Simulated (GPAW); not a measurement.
WC (Qusongite):

```xyz
2
Lattice="2.9065 0.0000 0.0000 -1.4532 2.5171 0.0000 0.0000 0.0000 2.8366" Properties=species:S:1:pos:R:3 pbc="T T T"
W     0.0000    0.0000    0.0000
C     1.4533    0.8390    1.4183
```

| Item | Value |
| --- | --- |
| Program | GPAW 26.7.0 |
| Task | relaxation of cell and atoms |
| Functional | revPBE |
| Potentials or basis | the program's PAW data sets (release 1.2.1) made for this functional |
| Cutoff | 800 eV |
| Basis | pw |
| k mesh | 10 × 10 × 9 |
| Occupations | fermi-dirac, width 0.05 eV |
| Spin | no spin polarisation |

At the start: pressure 9.1 GPa; volume 10.38 Å³/atom.

Problem. How do energy, volume and symmetry change on relaxing?

Solution. Over 5 steps the energy falls by 7.1 meV/atom and the volume is 10.62 Å³/atom (+2.4 %); space group P-6m2 (No. 187, to 0.05 Å).

The path:
```
step  energy change (eV)  largest force (eV/Å)  pressure (GPa)  volume (Å³)
   1              0.0000                0.0000            9.15        20.75
   2             -0.0112                0.0000            3.97        21.02
   3             -0.0142                0.0000            0.10        21.23
   4             -0.0142                0.0000           -0.03        21.24
   5             -0.0143                0.0000           -0.05        21.24
```

Final structure:
```
CELL_PARAMETERS angstrom
2.93111 0.00000 0.00000
-1.46556 2.53842 0.00000
0.00000 0.00000 2.85477
ATOMIC_POSITIONS crystal
W 0.00000 0.00000 0.00000
C 0.66667 0.33333 0.50000
```

Caveat: later steps reuse the first step's grids.
